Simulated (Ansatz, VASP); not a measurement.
This is a calculation of TiTe2 for Ansatz 0.2.0. 

input.yaml

```yaml
crystal:
  lattice:
    - [3.777, 0.0, 0.0]
    - [-1.8885, 3.2709779501, 0.0]
    - [0.0, 0.0, 6.498]
  atoms:
    - { symbol: Te, position: [0.3333333333, 0.6666666667, 0.7372] }
    - { symbol: Te, position: [0.6666666667, 0.3333333333, 0.2628] }
    - { symbol: Ti, position: [0.0, 0.0, 0.0] }
hamiltonian:
  xc: lda
  pseudopotentials: { kind: paw }
kpoints:
  mp_grid: { grid: [8, 8, 4] }
scf:
  occupations: { method: gaussian, width: 0.05 }
output:
  forces: true
  stress: true
  eigenvalues: true
```

Potentials or basis: Ansatz PAW.

Command:

```bash
$ ansatz run input.yaml --threads 2 --pin off --max-ram 5632MiB --backend cpu --events-out ev --progress --plain --runs-dir out
```

Translate it to VASP 6.6.1. Potentials or basis there: LDA PAW files Te, Ti, 500 eV.

As run (cutoffs and basis follow the program's own potentials, and thresholds, step limits or extra output files can differ):

File INCAR:

```
  PREC = Accurate
  ENCUT = 500
  EDIFF = 1E-6
  ISMEAR = 0
  SIGMA = 0.05
  LREAL = F
  LASPH = T
  NELM = 80
  ALGO = Normal
  ISIF = 2
  LWAVE = F
  LCHARG = F
  GGA = CA
```

The input KPOINTS:

```
Automatic mesh
0
Gamma
  8 8 4
```

The input POSCAR:

```
TiTe2
1.0
    3.7770000000      0.0000000000      0.0000000000
   -1.8885000000      3.2709779501      0.0000000000
    0.0000000000      0.0000000000      6.4980000000
Te Ti
2 1
Direct
    0.3333333333      0.6666666667      0.7372000000
    0.6666666667      0.3333333333      0.2628000000
    0.0000000000      0.0000000000      0.0000000000
```

Potentials or basis: VASP PAW LDA potentials, release 64 (Te, Ti).

Launch:

```console
$ cat potpaw_LDA.64/Te/POTCAR potpaw_LDA.64/Ti/POTCAR > POTCAR
$ mpirun -np 1 vasp_std > vasp.out
```

Both were run:

|  | Ansatz | VASP |
| --- | --- | --- |
| Pressure | -4.1 GPa | -4.5 GPa |
| Largest force | 0.314 eV/Å | 0.337 eV/Å |

Ansatz's pressure holds a Pulay term of +0.04 GPa for its cutoff of 420 eV, which the other run lacks.

The potentials hold 44 and 16 valence electrons a cell.

Ansatz's potentials were made for PBE.

Where Ansatz's input types no cutoff or centring, it takes its own default and a Γ-centred mesh.

The two programs' LDA may be different fits to the electron gas.

Pressure is positive in compression.
